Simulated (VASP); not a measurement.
## H3C2N: single point with PBE+D3(BJ)

H3C2N:

```
C N H
1.0
     8.05175    0.00000    0.00000
     0.00000    8.05175    0.00000
     0.00000    0.00000    8.05175
C N H
12 6 18
Direct
  0.32770 0.48327 0.34360
  0.26379 0.54556 0.49960
  0.97661 0.82269 0.88490
  0.94499 0.72980 0.03581
  0.60098 0.93249 0.36672
  0.62103 0.06969 0.25175
  0.52162 0.57246 0.92560
  0.42555 0.70518 0.99943
  0.07312 0.10561 0.23167
  0.02781 0.07411 0.40309
  0.83038 0.44946 0.56034
  0.68105 0.35201 0.58399
  0.21230 0.59532 0.62471
  0.91744 0.65474 0.15621
  0.63732 0.18101 0.16129
  0.34957 0.81113 0.06125
  0.98947 0.05020 0.54015
  0.56029 0.27535 0.60321
  0.44574 0.54443 0.31425
  0.35190 0.34966 0.35335
  0.23863 0.51018 0.24392
  0.06789 0.92092 0.90846
  0.03015 0.74122 0.78938
  0.86227 0.88041 0.83833
  0.48039 0.87308 0.34472
  0.70035 0.84098 0.34739
  0.60647 0.98033 0.49424
  0.47810 0.54915 0.79870
  0.65386 0.60592 0.92566
  0.50950 0.45685 0.99719
  0.11447 0.23445 0.21715
  0.17293 0.02147 0.19178
  0.96387 0.08835 0.15221
  0.82037 0.56829 0.62622
  0.93793 0.38170 0.60924
  0.85037 0.47552 0.42785
```

The cell was built by a generator and needn't be a form met in nature.

* Program: VASP 6.6.1
* Task: single point
* Functional: PBE
* Dispersion: D3(BJ)
* Potentials or basis: VASP PAW PBE potentials, release 64 (C, N, H)
* Cutoff: 520 eV
* k mesh: 1 × 1 × 1
* Occupations: fermi-dirac, width 0.02 eV
* Spin: no spin polarisation
* Dipole correction: no
* Further INCAR settings: LREAL = Auto; ALGO = Fast; EDIFF = 1e-06; NBANDS = 72

```
Pressure                   : 0.1 GPa
Largest force              : 0.433 eV/Å
Band gap on the k mesh     : 6.56 eV, direct
Dispersion energy per atom : -0.045 eV
```

Forces on the atoms (eV/Å):
```
C   -0.008  0.006  0.011
C    0.160 -0.158 -0.361
C   -0.002  0.002  0.015
C    0.060  0.196 -0.314
C    0.007  0.020 -0.015
C   -0.039 -0.308  0.272
C   -0.001 -0.004  0.014
C    0.216 -0.297 -0.168
C    0.005 -0.015  0.024
C    0.111  0.079 -0.379
C   -0.011 -0.021 -0.011
C    0.327  0.216 -0.056
N   -0.157  0.154  0.373
N   -0.068 -0.191  0.326
N    0.033  0.319 -0.251
N   -0.227  0.298  0.168
N   -0.109 -0.071  0.374
N   -0.328 -0.210  0.063
H    0.020  0.002 -0.007
H    0.009 -0.020  0.015
H   -0.011  0.005 -0.020
H    0.021  0.005  0.007
H    0.009 -0.007 -0.009
H   -0.018  0.001 -0.013
H   -0.022 -0.005  0.006
H    0.011 -0.012 -0.006
H    0.002  0.004  0.012
H    0.003 -0.009 -0.009
H    0.007  0.000 -0.020
H   -0.005 -0.013  0.011
H    0.013  0.027  0.004
H    0.000 -0.025 -0.012
H   -0.020 -0.001 -0.015
H   -0.004  0.026  0.002
H    0.016 -0.004 -0.003
H    0.001  0.009 -0.027
```

Stress tensor (GPa, compression positive):
```
 0.08  0.22 -0.15
 0.22 -0.04  0.15
-0.15  0.15  0.33
```

Levels at points of the mesh, in eV from the valence-band top:
| k point | band 45 | band 46 | band 47 | band 48 | band 49 | band 50 | band 51 | band 52 |
| --- | --- | --- | --- | --- | --- | --- | --- | --- |
| (0.00, 0.00, 0.00) | -0.17 | -0.14 | -0.03 | 0.00 | 6.56 | 6.95 | 7.09 | 7.11 |

It took 46 s on 1 thread of AMD EPYC 9R45 96-Core Processor (Zen 5), on a shared host, peak memory 0.42 GiB.

Caveat: the standard files for N, O and F lose accuracy on very short bonds. A hybrid or GW would open this gap; PBE tends to underestimate it.
